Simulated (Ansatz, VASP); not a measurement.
## C (linear C chain) in two plane-wave programs

Wanted: the spread between two codes on one cell, functional and k mesh. The structure shown is the end of the Ansatz relaxation below.

Calculated with Ansatz 0.2.0; plane waves, with VASP 6.6.1 beside it; single point at LDA.

### Step 1. The starting structure

The cell holds 1 atom: 1 C. Cell: a = 7.500 Å, b = 7.500 Å, c = 1.275 Å, α = 90.0°, β = 90.0°, γ = 90.0°. Vacuum lies along a and b. The structure's axis is c.

As a file:

```cif
data_structure
_symmetry_space_group_name_H-M 'P 1'
_symmetry_Int_Tables_number 1
_cell_length_a 7.5000
_cell_length_b 7.5000
_cell_length_c 1.2754
_cell_angle_alpha 90.000
_cell_angle_beta 90.000
_cell_angle_gamma 90.000
_cell_volume 71.74
loop_
_atom_site_label
_atom_site_type_symbol
_atom_site_fract_x
_atom_site_fract_y
_atom_site_fract_z
_atom_site_occupancy
C1 C 0.50000 0.50000 0.00000 1
```

### Step 2. Ansatz: relaxation, LDA

Ansatz runs on its default PAW (the set named soft_2) files.

This run makes the geometry at which the two programs are then compared.

input.yaml reads:

```yaml
crystal:
  lattice:
    - [7.5, 0.0, 0.0]
    - [0.0, 7.5, 0.0]
    - [0.0, 0.0, 1.4136]
  atoms:
    - { symbol: C, position: [0.5, 0.5, 0.0], spin: 0.3 }
magnetization:
  spin_polarized: true
kpoints:
  mp_grid: { grid: [1, 1, 57] }
scf:
  occupations: { method: fermi_dirac, width: 0.05 }
hamiltonian:
  xc: lda
relax:
  cell: { fix: [a, b, alpha, beta, gamma] }
  max_steps: 60
```

Command:

```bash
ansatz run input.yaml --threads 4 --pin off --max-ram 8192MiB --backend cpu --events-out ev --progress --plain --runs-dir out
```

Numbers of over 12 decimals in the logs are rounded to 6 here.

What it wrote:

```text
Engine: ansatz 0.2.0, aarch64-unknown-linux-gnu
Pseudopotentials: kind: paw
Pseudopotential: C, paw, valence charge 4, recommended cutoff 420 eV (normal), C.paw.azcp
Functional definition: SPW92
  exchange = slater_x
  correlation = pw_c
Crystal: 1 atoms, lattice volume = 79.515 Å³
Basis set: ecut = 420 eV, 1581 PW (Γ)
Bands: 7, of which v1, the nominal top of the filled ones, is band 2 counted from 1 (1 counted from 0)
Symmetry: 16 space group operations
Space group: P4/mmm (ITA 123), of the structure as read, at distance tolerance 4.3e-5 Å
Magnetic group: BNS 123.339 (UNI 999), of the structure as read, at distance tolerance 4.3e-5 Å
k-points: 29 of 57
Non-local potential: C, projectors of the file, l = 0: 2, l = 1: 2, l = 2: 1
PAW form: soft (Blöchl's): semilocal exchange-correlation on the pseudo side does not see the compensation charge
PAW frozen core: C, regenerated for the run's functional, and the local potential with it (the file was generated under x = pbe(κ = 0.804, μ = 0.219515), c = pbe(β = 0.066725))
PAW one-centre angular grid: C, 110 points (default); XC on 64 Gauss nodes
Initial density: superposition of atomic densities (neutral atoms: chi_scale 0, normalization atom)
Starting moments: Σ|m| = 0.3 μB on 1 of 1 site
Initial wavefunctions: pseudopotential atomic-orbital guess
Functional: x = slater, c = lda
SCF iter   1: F=—  HF=-241.467321 eV  |F-HF|=—  |Δ(HF+E_count)|=         —  Δρ=2.03e-2 (↑1.39e-2 ↓2.03e-2)  dr2=7.58e-1  dr2_m=2.92e-2  M=0.040 μB ∫|m|=0.042 μB  β_m=0.30  ethr=3.10e-3  ⟨swp⟩=6.2  Hψ=3231  notcnv=0
preconditioner: auto → none  [insulator: Δε(μ)=0.420 eV  Ē_g=16.344 eV  σ=0.050 eV  W_gap=0.54  n_scr=8 (ndim 8)  ℏωp=7.3 eV  f_vac=0.680  D(μ)=0.40/eV (n_scr^D=4)  ε∞_Penn≈1.2]
SCF iter   2: F=—  HF=-241.254797 eV  |F-HF|=—  |Δ(HF+E_count)|=   2.13e-1  Δρ=1.23e-2 (↑8.53e-3 ↓1.23e-2)  dr2=2.15e-1  dr2_m=1.55e-2  M=0.035 μB ∫|m|=0.037 μB  β_m=0.30  ethr=3.10e-3  ⟨swp⟩=2.8  Hψ=1192  notcnv=0  defer=30
SCF iter   3: F=—  HF=-241.186367 eV  |F-HF|=—  |Δ(HF+E_count)|=   6.84e-2  Δρ=4.55e-3 (↑4.55e-3 ↓3.76e-3)  dr2=8.25e-3  dr2_m=7.94e-3  M=0.034 μB ∫|m|=0.034 μB  β_m=0.30  ethr=3.10e-3  ⟨swp⟩=2.1  Hψ=728  notcnv=0  defer=30
SCF iter   4: F=—  HF=-241.189101 eV  |F-HF|=—  |Δ(HF+E_count)|=   2.73e-3  Δρ=2.62e-3 (↑2.16e-3 ↓2.62e-3)  dr2=5.01e-4  dr2_m=4.09e-3  M=0.032 μB ∫|m|=0.032 μB  β_m=0.30  ethr=2.06e-4  ⟨swp⟩=2.7  Hψ=700  notcnv=0  defer=42
SCF iter   5: F=—  HF=-241.190614 eV  |F-HF|=—  |Δ(HF+E_count)|=   1.51e-3  Δρ=1.77e-3 (↑1.77e-3 ↓1.75e-3)  dr2=6.25e-6  dr2_m=2.25e-3  M=0.028 μB ∫|m|=0.029 μB  β_m=0.30  ethr=1.25e-5  ⟨swp⟩=2.1  Hψ=482  notcnv=0  defer=42
SCF iter   6: F=—  HF=-241.191541 eV  |F-HF|=—  |Δ(HF+E_count)|=   9.28e-4  Δρ=1.34e-3 (↑1.32e-3 ↓1.34e-3)  dr2=6.27e-7  dr2_m=1.29e-3  M=0.025 μB ∫|m|=0.025 μB  β_m=0.30  ethr=1.56e-7  ⟨swp⟩=2.1  Hψ=537  notcnv=0  defer=40
SCF iter   7: F=—  HF=-241.192066 eV  |F-HF|=—  |Δ(HF+E_count)|=   5.24e-4  Δρ=1.03e-3 (↑1.03e-3 ↓1.03e-3)  dr2=6.25e-10  dr2_m=7.72e-4  M=0.021 μB ∫|m|=0.021 μB  β_m=0.30  ethr=2.50e-9  ⟨swp⟩=5.3  Hψ=1066  notcnv=0
Mixer restart at iter 7: flushing history
spin-set hold released at iteration 7 (site moments contracting): the magnetisation degrees of freedom join the quasi-Newton model from the next iteration; the mixer history was flushed
SCF iter   8: F=—  HF=-241.192381 eV  |F-HF|=—  |Δ(HF+E_count)|=   3.15e-4  Δρ=8.09e-4 (↑8.09e-4 ↓8.08e-4)  dr2=3.19e-10  dr2_m=4.77e-4  M=0.018 μB ∫|m|=0.018 μB  β_m=0.59  ethr=1.56e-11  ⟨swp⟩=5.0  Hψ=1026  notcnv=0
SCF iter   9: F=—  HF=-241.192921 eV  |F-HF|=—  |Δ(HF+E_count)|=   5.40e-4  Δρ=1.66e-4 (↑1.66e-4 ↓1.66e-4)  dr2=2.84e-12  dr2_m=2.00e-5  M=0.004 μB ∫|m|=0.004 μB  β_m=0.82  ethr=7.97e-12  ⟨swp⟩=5.8  Hψ=1144  notcnv=0
SCF iter  10: F=—  HF=-241.192948 eV  |F-HF|=—  |Δ(HF+E_count)|=   2.71e-5  Δρ=1.97e-5 (↑1.97e-5 ↓1.97e-5)  dr2=7.74e-13  dr2_m=2.83e-7  M=0.000 μB ∫|m|=0.000 μB  β_m=0.91  ethr=1.00e-12  ⟨swp⟩=4.8  Hψ=1008  notcnv=0
SCF iter  11: F=—  HF=-241.192948 eV  |F-HF|=—  |Δ(HF+E_count)|=   2.09e-7  Δρ=1.82e-6 (↑1.82e-6 ↓1.80e-6)  dr2=6.05e-13  dr2_m=2.38e-9  M=-0.000 μB ∫|m|=0.000 μB  β_m=0.96  ethr=1.00e-12  ⟨swp⟩=4.0  Hψ=915  notcnv=0
SCF iter  12: F=—  HF=-241.192948 eV  |F-HF|=—  |Δ(HF+E_count)|=   2.82e-9  Δρ=2.06e-7 (↑2.06e-7 ↓1.92e-7)  dr2=4.71e-13  dr2_m=2.88e-11  M=0.000 μB ∫|m|=0.000 μB  β_m=0.93  ethr=1.00e-12  ⟨swp⟩=2.6  Hψ=761  notcnv=0
SCF iter  13: F=-241.192948 eV  HF=-241.192948 eV  |F-HF|=1.42e-13  |Δ(HF+E_count)|=  4.05e-11  Δρ=2.31e-8 (↑1.36e-8 ↓2.31e-8)  dr2=2.71e-13  dr2_m=2.17e-13  M=0.000 μB ∫|m|=0.000 μB  ethr=1.00e-12  ⟨swp⟩=1.5  Hψ=617  notcnv=0
[...]
SCF iter   8: F=-241.778466 eV  HF=-241.778466 eV  |F-HF|=2.27e-13  |Δ(HF+E_count)|=  9.27e-12  Δρ=5.83e-9 (↑5.83e-9 ↓5.44e-9)  dr2=6.82e-14  dr2_m=1.13e-14  M=0.000 μB ∫|m|=0.000 μB  ethr=1.00e-12  ⟨swp⟩=1.0  Hψ=1099  notcnv=0
the starting moments were not kept: the SCF closed with an absolute magnetisation of 8.6e-8 μB, where they sum to 0.3 μB in size (1 site). That is at most 0.1 of that sum. Measured as dr2_m measures the in/out step, that magnetisation stands 4.1e-15 eV from none, at or under the dr2_threshold of 1.0e-7 eV: it is no larger than a step whose dr2_m would equal this threshold.
SCF 3 converged in 8 iterations: F = -241.778466 eV  dr2 = 6.82e-14
  greatest PAW one-centre occupation: 0.692 electrons in one spin orbital (limit 2), on the C atom at site 0 (counted from 0), in its partial waves of l = 0
relax step   3: F+E_penalty+E_count = -241.77846634 eV  Δ(F+E_penalty+E_count) = -1.628e-1 eV  max|allowed force component| = 0.000e0 eV/Å  Δτ_max = 0.0000 Å  P = +0.061 GPa  Ω = 71.712 Å³  energy of the carried Pulay correction = +3.046e-3 eV  fix = [a, b, alpha, beta, gamma]  reactions: a +0.034, b +0.034 GPa  (8 SCF iters, dr2 threshold 1.00e-7 eV, accepted)
[...]
relax step   4: F+E_penalty+E_count = -241.77846411 eV  Δ(F+E_penalty+E_count) = +2.230e-6 eV  max|allowed force component| = 0.000e0 eV/Å  Δτ_max = 0.0000 Å  P = +0.021 GPa  Ω = 71.743 Å³  energy of the carried Pulay correction = +3.034e-3 eV  fix = [a, b, alpha, beta, gamma]  reactions: a +0.034, b +0.034 GPa  (6 SCF iters, dr2 threshold 3.32e-8 eV, accepted)
[...]
relax step   5: F+E_penalty+E_count = -241.77671885 eV  Δ(F+E_penalty+E_count) = +1.745e-3 eV  max|allowed force component| = 0.000e0 eV/Å  Δτ_max = 0.0000 Å  P = -0.009 GPa  Ω = 71.743 Å³  fix = [a, b, alpha, beta, gamma]  reactions: a +0.010, b +0.010 GPa  stress off target by 4.52e-2 GPa on what of the cell is left free  SCF on the basis re-selected at this cell (its energy is not comparable with the rows above)  (7 SCF iters)
basis re-selected at this cell: Δ(F+E_penalty+E_count) = +1.745e-3 eV, ΔP = -0.030 GPa vs the last step (what re-selecting the basis moved, of the pressure what is left beyond the Pulay correction that the steps carried, after the strain that the cell walked since its last selection, with what the two solves' SCF thresholds leave and, on support functions, any second-order correction that the steps lacked; it is no measure of the basis error at this ecutwfc). The dense FFT grid was sized anew with the basis: this SCF ran on 54×54×9 points, the steps before it on 54×54×10, so part of this shift can come from that change (see relax.cell in the input reference). [rest of the remark cut]
SCF converged after 7 iterations
Magnetization: -0.0000 μB (2.0000 up, 2.0000 down)
Absolute magnetization: 0.0000 μB (∫|ρ↑−ρ↓|, with the PAW one-centre terms)
Spin contamination: 0.0000 ħ² per cell (⟨S²⟩ above its minimum at these occupations)
Per-site moments (μB) at R_I (Å): [(-1.7059642261392292e-9, 0.526112)]
Free energy (F): -241.776719 eV
Harris-Foulkes:  -241.776719 eV  (|F-HF|=9.95e-13)
Internal energy: -241.772773 eV  (E = F + TS)
E sigma→0 (E₀):  -241.774746 eV
Entropy (-TS):   -0.003946 eV (-3.946 meV/atom)
Fermi energy:    -4.138018 eV
--- Per-component energies (eV) ---
  E_band       = -48.871847
  E_kinetic    = 88.788846
  E_local      = -466.304329  (includes V_loc(G=0)·N_el)
  E_nonlocal   = 29.195934
  E_hartree    = 182.175571
  E_xc         = -46.028794
  E_vxc        = -57.108956  (∫ρ·V_xc dr)
  E_paw        = -92.013314  (= ΣΔE_a)
  E_vpaw       = -7.794508  (= ΣTr[D̂ρ^β])
  E_aug_tail   = 0.000010  (compensation charges beyond the density's cutoff)
  E_ewald      = 62.350472
  E_core_change = 0.062833  (= ΣΔE_core)
  E_smearing   = -0.003946  (= −TS)
  E_closure    = 0.000000  (closes the sum)
  Σ components = -241.776719   (vs F -241.776719, Δ=0.00e0)
--- Forces (eV/Å), atoms counted from 1 ---
  atom   1  C      0.00000000    -0.00000000     0.00000000
  max |Σ_I F_I| component: 1.58e-30 eV/Å
--- Stress (GPa, compression-positive) ---
        0.009557       0.000000       0.000000
        0.000000       0.009557       0.000000
        0.000000       0.000000      -0.045204
  P = ⅓ Tr σ = -0.0087 GPa (-0.087 kbar)
--- Relaxed structure (4 steps of the walk, 4 accepted, 1 SCFs on fresh bases) ---
  F+E_penalty+E_count = -241.77671885 eV   max|allowed force component| = 0.000e0 eV/Å   (the final SCF, on the basis selected at the relaxed cell)
  cell:  # Å, volume = 71.7425 Å³
    - [7.5, 0.0, 0.0]
    - [0.0, 7.5, 0.0]
    - [0.0, 0.0, 1.275422]
  atoms:
    - { symbol: C, position: [0.5, 0.5, 0.0] }
```

### Step 3. VASP: single point, LDA

The same cell, functional (in two slightly different forms), mesh and smearing now go to VASP, with its own data sets.

Lines of VASP's logs that name or quote its potential files are left out, and so is its time.

INCAR reads:

```
SYSTEM = C
PREC = Accurate
ENCUT = 600
EDIFF = 1E-06
NELM = 200
ISMEAR = -1
SIGMA = 0.05
LREAL = .FALSE.
ALGO = Normal
GGA = CA
NBANDS = 8
ISPIN = 2
MAGMOM = -0
LORBIT = 11
LWAVE = .FALSE.
LCHARG = .FALSE.
ISIF = 2
LASPH = .TRUE.
GGA_COMPAT = .FALSE.
```

POSCAR reads:

```
C
1.0
    7.5000000000      0.0000000000      0.0000000000
    0.0000000000      7.5000000000      0.0000000000
    0.0000000000      0.0000000000      1.2754223392
C
1
Direct
    0.5000000000      0.5000000000      0.0000000000
```

KPOINTS reads:

```
Automatic mesh
0
Gamma
1 1 57
0 0 0
```

PAW data sets: C (LDA family, release 64).

Command:

```bash
mpirun -np 1 vasp_std
```

What it wrote:

```text
[banner, memory and clock lines left out]
running    1 mpi-ranks, on    1 nodes
 distrk:  each k-point on    1 cores,    1 groups
 distr:  one band on    1 cores,    1 groups

 POSCAR found type information on POSCAR C
 POSCAR found :  1 types and       1 ions
 LDA part: xc-table for (Slater(with rela. corr.)+CA(PZ))
 , standard interpolation
 POSCAR, INCAR and KPOINTS ok, starting setup
 FFT: planning ... GRIDC
 FFT: planning ... GRID_SOFT
 FFT: planning ... GRID
 WAVECAR not read
 entering main loop
       N       E                     dE             d eps       ncg     rms          rms(c)
DAV:   1     0.154764165044E+02    0.15476E+02   -0.22691E+03   984   0.413E+02
DAV:   2    -0.858687566059E+01   -0.24063E+02   -0.20841E+02  1216   0.709E+01
DAV:   3    -0.988811518881E+01   -0.13012E+01   -0.12952E+01  1216   0.208E+01
DAV:   4    -0.990239090163E+01   -0.14276E-01   -0.14272E-01  1376   0.229E+00
DAV:   5    -0.990243600857E+01   -0.45107E-04   -0.45108E-04  1328   0.109E-01    0.517E+00
DAV:   6    -0.912538058051E+01    0.77706E+00   -0.11043E+00  1048   0.499E+00    0.279E+00
DAV:   7    -0.891691723239E+01    0.20846E+00   -0.84698E-01  1216   0.433E+00    0.823E-01
DAV:   8    -0.891523555466E+01    0.16817E-02   -0.10894E-02  1136   0.643E-01    0.968E-02
DAV:   9    -0.891480558605E+01    0.42997E-03   -0.13041E-03  1328   0.160E-01    0.722E-02
DAV:  10    -0.891636374097E+01   -0.15582E-02   -0.24851E-03   928   0.178E-01    0.783E-02
DAV:  11    -0.891647634455E+01   -0.11260E-03   -0.65680E-05  1024   0.431E-02    0.383E-02
DAV:  12    -0.891670008752E+01   -0.22374E-03   -0.76088E-05  1128   0.412E-02    0.161E-02
DAV:  13    -0.891703391495E+01   -0.33383E-03   -0.25556E-05  1216   0.231E-02    0.104E-02
DAV:  14    -0.891705751539E+01   -0.23600E-04   -0.88976E-07  1152   0.429E-03    0.427E-03
DAV:  15    -0.891712478247E+01   -0.67267E-04   -0.43711E-06   992   0.791E-03    0.565E-04
DAV:  16    -0.891712760084E+01   -0.28184E-05   -0.61131E-08  1192   0.114E-03    0.524E-04
DAV:  17    -0.891712958187E+01   -0.19810E-05   -0.80200E-08  1056   0.124E-03    0.335E-04
DAV:  18    -0.891712993839E+01   -0.35652E-06   -0.21534E-08  1032   0.686E-04
   1 F= -.89171299E+01 E0= -.89151568E+01  d E =-.394634E-02  mag=    -0.0000
```

OUTCAR, selected parts (step 3):

```text
ion  position               nearest neighbor table
   1  0.500  0.500  0.000-

  LATTYP: Found a simple tetragonal cell.
 ALAT       =     7.5000000000
 C/A-ratio  =     0.1700563119

 Subroutine GETGRP returns: Found 16 space group operations
 (whereof 16 operations were pure point group operations)

The static configuration has the point symmetry D_4h.

 Found     29 irreducible k-points:

   k-points           NKPTS =     29   k-points in BZ     NKDIM =     29   number of bands    NBANDS=      8

   dimension x,y,z NGX =    60 NGY =   60 NGZ =   10
   dimension x,y,z NGXF=   120 NGYF=  120 NGZF=   20

   ENCUT  =  600.0 eV  44.10 Ry    6.64 a.u.  14.98 14.98  2.55*2*pi/ulx,y,z

   NELECT =       4.0000    total number of electrons

 k-points in reciprocal lattice and weights: Automatic mesh
   0.00000000  0.00000000  0.00000000       0.018
   0.00000000  0.00000000  0.01754386       0.035
   0.00000000  0.00000000  0.03508772       0.035
   0.00000000  0.00000000  0.05263158       0.035
   0.00000000  0.00000000  0.07017544       0.035
   0.00000000  0.00000000  0.08771930       0.035
   0.00000000  0.00000000  0.10526316       0.035
   0.00000000  0.00000000  0.12280702       0.035
   0.00000000  0.00000000  0.14035088       0.035
[...]
0.00000000  0.00000000  0.47368421       0.035
   0.00000000  0.00000000  0.49122807       0.035

 average (electrostatic) potential at core
       1 -63.7434

 E-fermi :  -4.4049

 spin component 1
 k-point     1 :       0.0000    0.0000    0.0000
  band No.  band energies     occupation
      1     -20.3031      1.00000
      2      -9.6413      1.00000
      3      -9.6413      1.00000
      4       0.0121      0.00000
      5       2.2756      0.00000
      6       2.7530      0.00000
      7       2.7530      0.00000
      8       3.6717      0.00000

 k-point     2 :       0.0000    0.0000    0.0175
  band No.  band energies     occupation
      1     -20.2873      1.00000
      2      -9.6145      1.00000
      3      -9.6145      1.00000
      4       0.0392      0.00000
      5       2.3041      0.00000
      6       2.7811      0.00000
      7       2.7811      0.00000
      8       3.6981      0.00000

 k-point     3 :       0.0000    0.0000    0.0351
  band No.  band energies     occupation
      1     -20.2401      1.00000
      2      -9.5340      1.00000
      3      -9.5340      1.00000
      4       0.1202      0.00000
      5       2.3895      0.00000
      6       2.8657      0.00000
      7       2.8657      0.00000
      8       3.7775      0.00000

 k-point     4 :       0.0000    0.0000    0.0526
  band No.  band energies     occupation
      1     -20.1617      1.00000
      2      -9.4000      1.00000
      3      -9.4000      1.00000
      4       0.2552      0.00000
      5       2.5318      0.00000
      6       3.0065      0.00000
      7       3.0065      0.00000
      8       3.9095      0.00000

 k-point     5 :       0.0000    0.0000    0.0702
  band No.  band energies     occupation
      1     -20.0524      1.00000
      2      -9.2124      1.00000
      3      -9.2124      1.00000
      4       0.4439      0.00000
      5       2.7310      0.00000
      6       3.2037      0.00000
      7       3.2037      0.00000
      8       4.0939      0.00000

 k-point     6 :       0.0000    0.0000    0.0877
  band No.  band energies     occupation
      1     -19.9128      1.00000
      2      -8.9716      1.00000
      3      -8.9716      1.00000
      4       0.6860      0.00000
      5       2.9871      0.00000
      6       3.4572      0.00000
      7       3.4572      0.00000
      8       4.3303      0.00000

  Total       -0.0119956     -0.0119956     -0.0604094      0.0000000     -0.0000000      0.0000000
  in kB       -0.2678895     -0.2678895     -1.3490830      0.0000000     -0.0000000      0.0000000
  external PRESSURE =      -0.6282873 kB  Pullay stress =       0.0000000 kB

  energy-cutoff  :      600.00
  volume of cell :       71.74
      direct lattice vectors                 reciprocal lattice vectors
     7.500000000  0.000000000  0.000000000     0.133333333  0.000000000  0.000000000
     0.000000000  7.500000000  0.000000000     0.000000000  0.133333333  0.000000000
     0.000000000  0.000000000  1.275422339     0.000000000  0.000000000  0.784054010

 POSITION                                       TOTAL-FORCE (eV/Angst)
 -----------------------------------------------------------------------------------
      3.75000      3.75000      0.00000         0.000000      0.000000      0.000000
 -----------------------------------------------------------------------------------
    total drift:                                0.000000      0.000000      0.000000

  FREE ENERGIE OF THE ION-ELECTRON SYSTEM (eV)
  ---------------------------------------------------
  free  energy   TOTEN  =        -8.9171299384 eV

  energy  without entropy=       -8.9131835948  energy(sigma->0) =       -8.91515677

 total charge
# of ion       s       p       d       tot
------------------------------------------
    1        0.888   1.809   0.000   2.696

 magnetization (x)
# of ion       s       p       d       tot
------------------------------------------
    1       -0.000   0.000   0.000   0.000

[... 4 further parts left out ...]
```

### Step 4. Differences

Known differences besides the potentials themselves: the two LDA forms differ slightly; the cutoff is 420 eV in Ansatz and 600 eV in VASP; VASP's log shows a relativistic correction to its local exchange, Ansatz's none; Ansatz's pressure holds a Pulay correction, VASP's none. Total energies have different zeros and are not compared.

Both answers:

```tsv
quantity	Ansatz	VASP	difference
pressure (GPa)	-0.01	-0.06	+0.05
```

### Step 5. Results

```
difference in pressure (single point, LDA) : 0.054 GPa
```

The difference in pressure is 0.054 GPa (single point, LDA), within the 1 GPa picked in this series as the mark of a large difference. How closely two codes agree says nothing of how well the functional describes the real material.

[Lines on the potential files, build, host, timing and source positions are cut from VASP's logs without a mark.]

[Logs are printed without paths, hosts, clocks, repeated set-up lines and the standing remarks that a program may print on its own settings, such as how far it seeks lower states.]

[Hosts, paths, dates, database ids (printed as entryN), source tags and the programs' standing remarks are cut or masked in the printed files.]
